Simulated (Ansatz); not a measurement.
# Lower states of Co: further starts and searches, part 2 of 3

Plain starts of Co have been run. Do the further runs listed below go lower? The cell (2 atoms) is Co in the measured crystal structure (space group Fm-3m, primitive cell doubled). Source: COD entry 9011626, which need not be the ambient phase.

Ansatz 0.2.0; DFT HSE06, PAW, plane waves, scalar-relativistic. Earlier steps stand in the parts before.

### Step 3. The moments typed in its input, symmetry off, plain SCF

input.yaml

```yaml
crystal:
  lattice:
    - [0.0, 3.647, 3.647]
    - [1.8235, 0.0, 1.8235]
    - [1.8235, 1.8235, 0.0]
  atoms:
    - { symbol: Co, position: [0.0, 0.0, 0.0], spin: 3.0 }
    - { symbol: Co, position: [0.5, 0.0, 0.0], spin: 3.0 }
  symmetry: { detect: false, time_reversal: true }
magnetization:
  spin_polarized: true
hamiltonian:
  xc: hse06
  pseudopotentials: { kind: paw }
basis:
  ecutwfc: 420
kpoints:
  mp_grid: { grid: [3, 6, 6] }
scf:
  occupations: { method: gaussian, width: 0.1 }
  lower_state_search: "off"
output:
  forces: true
  stress: true
```

On the command line:

```
ansatz run input.yaml --threads 4 --pin off --max-ram 10240MiB --backend cpu --events-out ev --progress --plain --runs-dir out
```

The program printed:

```text
[... 13 lines as in an earlier run ...]
Symmetry: 1 space group operations
k-points: 56 of 108 (time reversal used)
[... 5 lines as in an earlier run ...]
Starting moments: Σ|m| = 6 μB on 2 of 2 sites
[... 2 lines as in an earlier run ...]
iter 1 solved again at ethr=6.08e-4 eV; its pass at ethr=1.00e-1 eV (dr2=2.07e-1 eV) is discarded
SCF iter   1: F=—  HF=-10251.645534 eV  |F-HF|=—  |Δ(HF+E_count)|=         —  Δρ=1.14e-1 (↑1.14e-1 ↓8.17e-2)  dr2=1.93e-1  dr2_m=2.09e0  M=3.786 μB ∫|m|=4.074 μB  β_m=0.30  ethr=6.08e-4  ⟨swp⟩=4.4  Hψ=14836  notcnv=0
Mixer restart at iter 1: flushing history
preconditioner: auto → none  [metal: Δε(μ)=0.096 eV  Ē_g=10.171 eV  σ=0.100 eV  W_gap=0.47  n_scr=8 (ndim 8)  ℏωp=32.0 eV  f_vac=0.000  D(μ)=1.88/eV (n_scr^D=22)  sad-step TF]
spin-set hold released at iteration 1 (the charge has settled, or the pull on large starting moments outlasts its swing): the magnetisation degrees of freedom join the quasi-Newton model from the next iteration; the mixer history was flushed
SCF iter   2: F=—  HF=-10251.856899 eV  |F-HF|=—  |Δ(HF+E_count)|=   2.11e-1  Δρ=8.16e-2 (↑8.16e-2 ↓6.98e-2)  dr2=3.48e-2  dr2_m=1.26e0  M=3.651 μB ∫|m|=3.977 μB  β_m=0.65  ethr=5.68e-4  ⟨swp⟩=2.0  Hψ=5360  notcnv=0  defer=1
SCF iter   3: F=—  HF=-10252.426248 eV  |F-HF|=—  |Δ(HF+E_count)|=   5.69e-1  Δρ=5.24e-2 (↑5.24e-2 ↓3.46e-2)  dr2=9.97e-1  dr2_m=1.83e-2  M=3.278 μB ∫|m|=3.697 μB  β_m=0.47  ethr=1.02e-4  ⟨swp⟩=4.0  Hψ=8730  notcnv=0  defer=1
SCF iter   4: F=—  HF=-10252.188131 eV  |F-HF|=—  |Δ(HF+E_count)|=   2.38e-1  Δρ=8.47e-3 (↑8.47e-3 ↓5.80e-3)  dr2=1.63e-2  dr2_m=3.38e-3  M=3.278 μB ∫|m|=3.699 μB  β_m=0.73  ethr=1.02e-4  ⟨swp⟩=4.0  Hψ=8941  notcnv=0
SCF iter   5: F=—  HF=-10252.206543 eV  |F-HF|=—  |Δ(HF+E_count)|=   1.84e-2  Δρ=3.17e-2 (↑7.61e-3 ↓3.17e-2)  dr2=3.48e-1  dr2_m=3.31e-2  M=3.278 μB ∫|m|=3.687 μB  β_m=0.50  ethr=4.79e-5  ⟨swp⟩=2.9  Hψ=5281  notcnv=0  defer=3  recentre
SCF iter   6: F=—  HF=-10252.194260 eV  |F-HF|=—  |Δ(HF+E_count)|=   1.23e-2  Δρ=1.19e-2 (↑2.78e-3 ↓1.19e-2)  dr2=4.54e-2  dr2_m=4.81e-3  M=3.278 μB ∫|m|=3.690 μB  β_m=0.54  ethr=4.79e-5  ⟨swp⟩=3.0  Hψ=5579  notcnv=0
iter 7 solved again at ethr=1.35e-6 eV; its pass at ethr=4.79e-5 eV (dr2=4.59e-4 eV) is discarded
SCF iter   7: F=—  HF=-10252.193879 eV  |F-HF|=—  |Δ(HF+E_count)|=   3.81e-4  Δρ=3.37e-3 (↑1.53e-3 ↓3.37e-3)  dr2=5.01e-4  dr2_m=1.27e-3  M=3.278 μB ∫|m|=3.672 μB  β_m=0.54  ethr=1.35e-6  ⟨swp⟩=2.5  Hψ=9961  notcnv=0
[... 9 lines left out ...]
SCF 1 converged in 16 iterations: F = -10252.194185 eV  dr2 = 8.07e-11
Initial density: handed on by an earlier stage of this run
Starting moments: Σ|m| = 6 μB on 2 of 2 sites; this step starts from the density that it was given
Initial wavefunctions: those handed on with the density
[... 1 line as in an earlier run ...]
Exchange kernel: α = 0.2500, screened, ω = 0.2079 Å⁻¹, Wigner–Seitz truncation, v(0) = 1021.7274 eV·Å³, q-mesh 3×6×6, nearest image of the exchange supercell L = 15.47 Å, pair-density grid 20×12×12, without the augmentation charges, whose exchange is taken in its separable form by FFT convolution over the k-point  [...]
Frozen-core exchange: fock
[... 3 lines left out ...]
preconditioner: auto → none  [insulator: Δε(μ)=0.185 eV  Ē_g=12.053 eV  σ=0.100 eV  W_gap=0.73  n_scr=8 (ndim 8)  ℏωp=32.0 eV  f_vac=0.000  D(μ)=0.87/eV (n_scr^D=2)]
[... 17 lines left out ...]
SCF 2 stopped early in 18 iterations: F = -10248.300199 eV  dr2 = 1.75e-4
  Residual-converged pass: ⟨swp⟩=3.1  Hψ=5901  notcnv=0  max |occ|·‖R‖ = 6.7e-6 eV (tolerance 6.7e-6 eV)  dr2=1.75e-4  dr2_m=1.70e-4  dr2_onsite=1.89e-4  max |Δocc| = 7.6e-11
hybrid outer 1: dexx = +1.337e0 eV, tail = 3.49e-3 eV
[... 1 line as in an earlier run ...]
Frozen-core exchange: fock
[... 1 line left out ...]
preconditioner: auto → none  [insulator: Δε(μ)=0.244 eV  Ē_g=12.595 eV  σ=0.100 eV  W_gap=0.86  n_scr=8 (ndim 8)  ℏωp=32.0 eV  f_vac=0.000  D(μ)=0.76/eV (n_scr^D=2)]
[... 31 lines left out ...]
SCF 3 stopped early in 32 iterations: F = -10248.302655 eV  dr2 = 3.33e-3
  Residual-converged pass: ⟨swp⟩=1.5  Hψ=2833  notcnv=0  max |occ|·‖R‖ = 6.4e-6 eV (tolerance 6.7e-6 eV)  dr2=3.33e-3  dr2_m=9.81e-4  dr2_onsite=1.41e-3  max |Δocc| = 5.5e-13
hybrid outer 2: dexx = +2.265e-2 eV, tail = 1.15e-2 eV, Δε = 1.02e-1 eV (about 8.75e-2 eV left of the loop's levels), ΔF = 4.67e-13 eV/Å (tail 2.93e0)
[... 1 line as in an earlier run ...]
Frozen-core exchange: fock
[... 1 line left out ...]
preconditioner: auto → none  [insulator: Δε(μ)=0.163 eV  Ē_g=12.596 eV  σ=0.100 eV  W_gap=0.74  n_scr=8 (ndim 8)  ℏωp=32.0 eV  f_vac=0.000  D(μ)=1.09/eV (n_scr^D=2)]
[... 20 lines left out ...]
SCF 4 converged in 21 iterations: F = -10248.307847 eV  dr2 = 3.35e-12
  Residual-converged pass: ⟨swp⟩=4.0  Hψ=7689  notcnv=0  max |occ|·‖R‖ = 9.7e-9 eV (tolerance 1.0e-8 eV)  dr2=3.73e-12  dr2_m=5.43e-13  dr2_onsite=9.52e-13  max |Δocc| = 5.8e-13
hybrid outer 3: dexx = +1.180e-2 eV, tail = 1.39e-2 eV, Δε = 1.44e-1 eV (about 2.56e-1 eV left of the loop's levels), ΔF = 3.29e-13 eV/Å (tail 2.34e-12)
[... 1 line as in an earlier run ...]
Frozen-core exchange: fock
[... 1 line left out ...]
preconditioner: auto → none  [metal: Δε(μ)=0.134 eV  Ē_g=12.629 eV  σ=0.100 eV  W_gap=0.47  n_scr=8 (ndim 8)  ℏωp=32.0 eV  f_vac=0.000  D(μ)=1.88/eV (n_scr^D=22)]
[... 12 lines left out ...]
SCF 5 converged in 13 iterations: F = -10248.314221 eV  dr2 = 1.10e-12
  Residual-converged pass: ⟨swp⟩=4.0  Hψ=7510  notcnv=0  max |occ|·‖R‖ = 9.2e-9 eV (tolerance 1.0e-8 eV)  dr2=1.21e-12  dr2_m=1.24e-13  dr2_onsite=2.92e-13  max |Δocc| = 5.2e-13
hybrid outer 4: dexx = +5.528e-3 eV, tail = 4.33e-2 eV, Δε = 1.12e-1 eV (about 4.85e-1 eV left of the loop's levels), ΔF = 1.35e-13 eV/Å (tail 4.13e-12)
[... 1 line as in an earlier run ...]
Frozen-core exchange: fock
[... 1 line left out ...]
preconditioner: auto → none  [metal: Δε(μ)=0.061 eV  Ē_g=12.551 eV  σ=0.100 eV  W_gap=0.32  n_scr=8 (ndim 8)  ℏωp=32.0 eV  f_vac=0.000  D(μ)=1.37/eV (n_scr^D=16)]
[... 11 lines left out ...]
SCF 6 converged in 12 iterations: F = -10248.328962 eV  dr2 = 7.99e-13
  Residual-converged pass: ⟨swp⟩=3.0  Hψ=5462  notcnv=0  max |occ|·‖R‖ = 2.6e-7 eV (tolerance 2.7e-7 eV)  dr2=1.68e-12  dr2_m=3.97e-13  dr2_onsite=3.67e-12  max |Δocc| = 6.4e-13
hybrid outer 5: dexx = +1.521e-2 eV, tail = inf eV, first dr2_mag = 1.35e-2 eV (risen), Δε = 1.40e-1 eV (about 6.35e-1 eV left of the loop's levels), ΔF = 2.54e-14 eV/Å (tail inf)
[... 1 line as in an earlier run ...]
Frozen-core exchange: fock
[... 1 line left out ...]
preconditioner: auto → none  [insulator: Δε(μ)=0.394 eV  Ē_g=12.536 eV  σ=0.100 eV  W_gap=0.82  n_scr=8 (ndim 8)  ℏωp=32.0 eV  f_vac=0.000  D(μ)=0.69/eV (n_scr^D=2)]
[... 12 lines left out ...]
SCF 7 converged in 13 iterations: F = -10248.359652 eV  dr2 = 6.03e-11
  Residual-converged pass: ⟨swp⟩=3.0  Hψ=5725  notcnv=0  max |occ|·‖R‖ = 2.6e-7 eV (tolerance 2.7e-7 eV)  dr2=6.06e-11  dr2_m=8.74e-12  dr2_onsite=1.95e-11  max |Δocc| = 1.4e-13
hybrid outer 6: dexx = +1.155e-2 eV, tail = inf eV, Δε = 2.85e-1 eV (about 5.65e1 eV left of the loop's levels), ΔF = 4.17e-14 eV/Å (tail inf)
[... 1 line as in an earlier run ...]
Frozen-core exchange: fock
[... 1 line left out ...]
preconditioner: auto → none  [insulator: Δε(μ)=0.379 eV  Ē_g=12.532 eV  σ=0.100 eV  W_gap=0.64  n_scr=8 (ndim 8)  ℏωp=32.0 eV  f_vac=0.000  D(μ)=0.55/eV (n_scr^D=2)]
[... 10 lines left out ...]
SCF 8 converged in 11 iterations: F = -10248.378716 eV  dr2 = 1.08e-11
  Residual-converged pass: ⟨swp⟩=3.0  Hψ=5442  notcnv=0  max |occ|·‖R‖ = 2.6e-7 eV (tolerance 2.7e-7 eV)  dr2=1.32e-11  dr2_m=1.05e-12  dr2_onsite=3.18e-12  max |Δocc| = 1.7e-13
hybrid outer 7: dexx = +5.300e-3 eV, tail = 4.44e-2 eV, Δε = 2.39e-1 eV (about 5.97e-1 eV left of the loop's levels), ΔF = 7.93e-14 eV/Å (tail 2.90e-12)
[... 1 line as in an earlier run ...]
Frozen-core exchange: fock
[... 1 line left out ...]
preconditioner: auto → none  [insulator: Δε(μ)=0.359 eV  Ē_g=12.533 eV  σ=0.100 eV  W_gap=0.59  n_scr=8 (ndim 8)  ℏωp=32.0 eV  f_vac=0.000  D(μ)=0.48/eV (n_scr^D=2)]
[... 9 lines left out ...]
SCF 9 converged in 10 iterations: F = -10248.387688 eV  dr2 = 1.57e-12
  Residual-converged pass: ⟨swp⟩=3.0  Hψ=5804  notcnv=0  max |occ|·‖R‖ = 2.7e-7 eV (tolerance 2.7e-7 eV)  dr2=1.76e-12  dr2_m=2.23e-13  dr2_onsite=4.66e-12  max |Δocc| = 2.7e-13
hybrid outer 8: dexx = +2.590e-3 eV, tail = 1.01e-2 eV, Δε = 1.13e-1 eV (about 2.77e-1 eV left of the loop's levels), ΔF = 3.70e-13 eV/Å (tail 3.64e-12)
[... 1 line as in an earlier run ...]
Frozen-core exchange: fock
[... 1 line left out ...]
preconditioner: auto → none  [insulator: Δε(μ)=0.358 eV  Ē_g=12.536 eV  σ=0.100 eV  W_gap=0.58  n_scr=8 (ndim 8)  ℏωp=32.0 eV  f_vac=0.000  D(μ)=0.47/eV (n_scr^D=2)]
[... 9 lines left out ...]
SCF 10 converged in 10 iterations: F = -10248.392096 eV  dr2 = 2.46e-11
  Residual-converged pass: ⟨swp⟩=3.0  Hψ=5136  notcnv=0  max |occ|·‖R‖ = 2.6e-7 eV (tolerance 2.7e-7 eV)  dr2=2.46e-11  dr2_m=1.25e-12  dr2_onsite=2.05e-11  max |Δocc| = 1.9e-13
hybrid outer 9: dexx = +1.292e-3 eV, tail = 4.94e-3 eV, Δε = 6.40e-2 eV (about 1.56e-1 eV left of the loop's levels), ΔF = 7.22e-13 eV/Å (tail 7.05e-12)
[... 1 line as in an earlier run ...]
Frozen-core exchange: fock
[... 1 line left out ...]
preconditioner: auto → none  [insulator: Δε(μ)=0.362 eV  Ē_g=12.538 eV  σ=0.100 eV  W_gap=0.59  n_scr=8 (ndim 8)  ℏωp=32.0 eV  f_vac=0.000  D(μ)=0.49/eV (n_scr^D=2)]
[... 4 lines left out ...]
SCF 11 stopped early in 5 iterations: F = -10248.395973 eV  dr2 = 9.39e-4
  Residual-converged pass: ⟨swp⟩=2.7  Hψ=4847  notcnv=0  max |occ|·‖R‖ = 6.6e-6 eV (tolerance 6.7e-6 eV)  dr2=9.39e-4  dr2_m=5.68e-4  dr2_onsite=7.80e-4  max |Δocc| = 1.3e-11
hybrid outer 10: dexx = +6.507e-3 eV, tail = inf eV, Δε = 1.16e-1 eV (about 2.76e-1 eV left of the loop's levels), ΔF = 1.95e-11 eV/Å (tail inf)
[... 1 line as in an earlier run ...]
Frozen-core exchange: fock
[... 1 line left out ...]
preconditioner: auto → none  [insulator: Δε(μ)=0.362 eV  Ē_g=12.543 eV  σ=0.100 eV  W_gap=0.59  n_scr=8 (ndim 8)  ℏωp=32.0 eV  f_vac=0.000  D(μ)=0.49/eV (n_scr^D=2)]
[... 36 lines left out ...]
SCF iter  36: F=-10248.396677 eV  HF=-10248.396677 eV  |F-HF|=3.64e-12  |Δ(HF+E_count)|=  3.06e-10  Δρ=1.33e-7 (↑5.53e-8 ↓1.33e-7)  dr2=6.38e-12  dr2_m=5.56e-13  M=3.730 μB ∫|m|=4.534 μB  ethr=1.04e-12 (applied; sched 1.00e-12)  ⟨swp⟩=3.0  Hψ=5240  notcnv=0
SCF 12 converged in 36 iterations: F = -10248.396677 eV  dr2 = 6.38e-12
  Residual-converged pass: ⟨swp⟩=4.0  Hψ=7400  notcnv=0  max |occ|·‖R‖ = 9.9e-9 eV (tolerance 1.0e-8 eV)  dr2=7.55e-12  dr2_m=6.30e-13  dr2_onsite=2.02e-12  max |Δocc| = 4.3e-13
hybrid outer 11: dexx = +3.442e-4 eV, tail = 2.46e-4 eV, Δε = 5.51e-2 eV (about 5.87e-2 eV left of the loop's levels), ΔF = 1.81e-9 eV/Å (tail 7.66e-9)
[... 1 line as in an earlier run ...]
Frozen-core exchange: fock
SCF iter   1: F=—  HF=-10248.396677 eV  |F-HF|=—  |Δ(HF+E_count)|=         —  Δρ=6.81e-6 (↑1.95e-6 ↓6.81e-6)  dr2=1.69e-8  dr2_m=2.03e-9  M=3.730 μB ∫|m|=4.534 μB  β_m=0.30  ethr=5.55e-9  ⟨swp⟩=4.4  Hψ=6715  notcnv=0
preconditioner: auto → none  [insulator: Δε(μ)=0.347 eV  Ē_g=12.542 eV  σ=0.100 eV  W_gap=0.57  n_scr=8 (ndim 8)  ℏωp=32.0 eV  f_vac=0.000  D(μ)=0.45/eV (n_scr^D=2)]
SCF iter   2: F=—  HF=-10248.396677 eV  |F-HF|=—  |Δ(HF+E_count)|=   6.66e-9  Δρ=1.06e-5 (↑4.47e-6 ↓1.06e-5)  dr2=4.01e-8  dr2_m=3.03e-9  M=3.730 μB ∫|m|=4.534 μB  β_m=0.30  ethr=4.43e-11  ⟨swp⟩=4.0  Hψ=6299  notcnv=0
SCF iter   3: F=—  HF=-10248.396677 eV  |F-HF|=—  |Δ(HF+E_count)|=   3.17e-9  Δρ=3.18e-6 (↑1.74e-6 ↓3.18e-6)  dr2=4.69e-9  dr2_m=8.02e-10  M=3.730 μB ∫|m|=4.534 μB  β_m=0.30  ethr=4.43e-11  ⟨swp⟩=2.4  Hψ=4666  notcnv=0
SCF iter   4: F=—  HF=-10248.396677 eV  |F-HF|=—  |Δ(HF+E_count)|=  2.91e-10  Δρ=1.68e-6 (↑7.52e-7 ↓1.68e-6)  dr2=1.20e-9  dr2_m=2.65e-10  M=3.730 μB ∫|m|=4.534 μB  β_m=0.33  ethr=1.01e-11  ⟨swp⟩=2.1  Hψ=4615  notcnv=0
SCF iter   5: F=—  HF=-10248.396677 eV  |F-HF|=—  |Δ(HF+E_count)|=  3.82e-10  Δρ=6.12e-7 (↑6.12e-7 ↓5.74e-7)  dr2=1.06e-9  dr2_m=3.49e-11  M=3.730 μB ∫|m|=4.534 μB  β_m=0.65  ethr=1.06e-12 (applied; sched 1.00e-12)  ⟨swp⟩=3.0  Hψ=5518  notcnv=0
SCF iter   6: F=—  HF=-10248.396677 eV  |F-HF|=—  |Δ(HF+E_count)|=   6.02e-9  Δρ=1.68e-6 (↑4.84e-7 ↓1.68e-6)  dr2=9.58e-10  dr2_m=1.91e-10  M=3.730 μB ∫|m|=4.534 μB  β_m=0.65  ethr=1.16e-12 (applied; sched 1.00e-12)  ⟨swp⟩=3.6  Hψ=6536  notcnv=0
SCF iter   7: F=—  HF=-10248.396677 eV  |F-HF|=—  |Δ(HF+E_count)|=  7.64e-11  Δρ=3.45e-7 (↑1.23e-7 ↓3.45e-7)  dr2=1.64e-10  dr2_m=9.66e-12  M=3.730 μB ∫|m|=4.534 μB  β_m=0.78  ethr=1.00e-12  ⟨swp⟩=2.5  Hψ=4721  notcnv=0
SCF iter   8: F=—  HF=-10248.396677 eV  |F-HF|=—  |Δ(HF+E_count)|=  6.73e-10  Δρ=1.45e-6 (↑4.55e-7 ↓1.45e-6)  dr2=1.31e-10  dr2_m=1.69e-10  M=3.730 μB ∫|m|=4.534 μB  β_m=0.78  ethr=1.00e-12  ⟨swp⟩=3.4  Hψ=5274  notcnv=0
SCF iter   9: F=-10248.396677 eV  HF=-10248.396677 eV  |F-HF|=9.82e-11  |Δ(HF+E_count)|=  7.28e-12  Δρ=4.90e-7 (↑2.90e-7 ↓4.90e-7)  dr2=1.14e-10  dr2_m=4.47e-12  M=3.730 μB ∫|m|=4.534 μB  ethr=1.00e-12  ⟨swp⟩=2.0  Hψ=4605  notcnv=0
SCF 13 converged in 9 iterations: F = -10248.396677 eV  dr2 = 1.14e-10
  Residual-converged pass: ⟨swp⟩=3.0  Hψ=5712  notcnv=0  max |occ|·‖R‖ = 2.7e-7 eV (tolerance 2.7e-7 eV)  dr2=1.15e-10  dr2_m=4.83e-12  dr2_onsite=2.76e-11  max |Δocc| = 3.4e-13
hybrid outer 12: dexx = +9.884e-9 eV, tail = 9.40e-9 eV, Δε = 4.00e-4 eV (about 4.83e-4 eV left of the loop's levels), ΔF = 2.81e-9 eV/Å (tail 4.02e-9)
the last iteration of the SCF fills more bands at one k-point than at another: 18 at σ=↑ k=7 and 20 at σ=↑ k=0; 14 at σ=↓ k=3 and 16 at σ=↓ k=0 (a band counts as filled where it holds over half of its capacity, the bands of one level by their mean; [...]
this state was not tested for a lower state beside it, because the functional holds exact exchange (a hybrid, or Hartree-Fock), whose exchange loop this test does not read (fock_operator); [...]
hybrid SCF converged: 12 outer / 190 inner (+16 warm-up), last move |dexx| = 9.88e-9 eV, tail = 9.40e-9 eV
Magnetization: 3.7303 μB (18.8652 up, 15.1348 down)
Absolute magnetization: 4.5371 μB (∫|ρ↑−ρ↓|, with the PAW one-centre terms)
Spin contamination: 0.2630 ħ² per cell (⟨S²⟩ above its minimum at these occupations)
Per-site moments (μB) at R_I (Å): [(2.112166481552662, 1.0637626027822773), (1.9507096917643145, 1.0637626027822773)]
Free energy (F): -10248.396677 eV
Frozen-core exchange: fock
Harris-Foulkes:  -10248.396677 eV  (|F-HF|=9.82e-11)
Internal energy: -10248.394434 eV  (E = F + TS)
E sigma→0 (E₀):  -10248.395556 eV
Entropy (-TS):   -0.002243 eV (-1.121 meV/atom)
Fermi energy:    16.532604 eV
--- Per-component energies (eV) ---
  E_band       = -666.384458
  E_kinetic    = 901.564864
  E_local      = -5995.335474  (includes V_loc(G=0)·N_el)
  E_nonlocal   = 921.920122
  E_hartree    = 2507.045625
  E_xc         = -250.327121
  E_vxc        = -320.364061  (∫ρ·V_xc dr)
  E_exx        = -169.399446  (= α·E_x^exact, valence–valence)
  E_paw        = -2931.774781  (= ΣΔE_a)
  E_vpaw       = -849.462410  (= ΣTr[D̂ρ^β])
  E_aug_tail   = 0.000135  (compensation charges beyond the density's cutoff)
  E_ewald      = -5231.667743
  E_core_change = -0.420615  (= ΣΔE_core)
  E_smearing   = -0.002243  (= −TS)
  E_closure    = -0.000000  (closes the sum)
  Σ components = -10248.396677   (vs F -10248.396677, Δ=1.82e-12)
--- Forces (eV/Å), atoms counted from 1 ---
  atom   1  Co    -0.00000000    -0.00000000     0.00000000
  atom   2  Co     0.00000000     0.00000000    -0.00000000
  max |Σ_I F_I| component: 1.57e-9 eV/Å
--- Stress (GPa, compression-positive) ---
       -9.811553      -0.922666      -0.922361
       -0.922665      -9.813779       0.919104
       -0.922359       0.919104      -9.813990
  P = ⅓ Tr σ = -9.8131 GPa (-98.131 kbar)
--- Band table (eV; the first three rows and the last of 112) ---
  k-point 0 ↑: bands = ["-86.5554", "-85.8495", "-48.3290", "-48.3284", "-48.1249", "-47.7007", "-47.4661", "-47.4657", "6.8777", "9.8520", "11.1157", "11.1159", "11.6832", "11.6834", "11.8237", "12.0994", "12.0995", "13.5043", "13.5045", "16.0682", "21.9181"]
  k-point 1 ↑: bands = ["-86.5491", "-85.8434", "-48.3717", "-48.3399", "-48.1099", "-47.7058", "-47.5105", "-47.4775", "7.9742", "10.2538", "10.8465", "11.3679", "11.4984", "11.6622", "11.8239", "12.1840", "12.2742", "12.5159", "13.5644", "17.4641", "23.1840"]
  k-point 2 ↑: bands = ["-86.5369", "-85.8313", "-48.4607", "-48.3624", "-48.0880", "-47.7098", "-47.5963", "-47.5006", "9.6104", "9.6538", "10.5059", "11.3663", "11.4613", "12.3261", "12.6107", "12.8337", "12.9666", "13.0807", "13.8357", "18.5506", "26.8909"]
  k-point 55 ↓: bands = ["-83.1204", "-82.7078", "-44.5976", "-44.5825", "-44.5325", "-44.2554", "-44.1677", "-44.1289", "9.1854", "10.1187", "12.8432", "14.1428", "14.7993", "14.8696", "15.5862", "15.8857", "18.4995", "18.6621", "19.5314", "19.7804", "30.5180"]
  guard bands above this table: 3 of the run's 24 bands. The solve was not asked for them (output.publish_guard_bands: true or output.eigenvalues: true publishes all)
```

It took 1.8 min on 4 threads of Intel Xeon Platinum 8488C (Sapphire Rapids), shared host; peak memory 1 GiB.

End: ferromagnetic, site moments Co1 2.11, Co2 1.95 μB, total 3.73 μB per cell, no gap on the k-mesh. Against step 1, the lowest until now, it is 46.9 meV/atom lower.

(Part 2 of 3 ends here.)
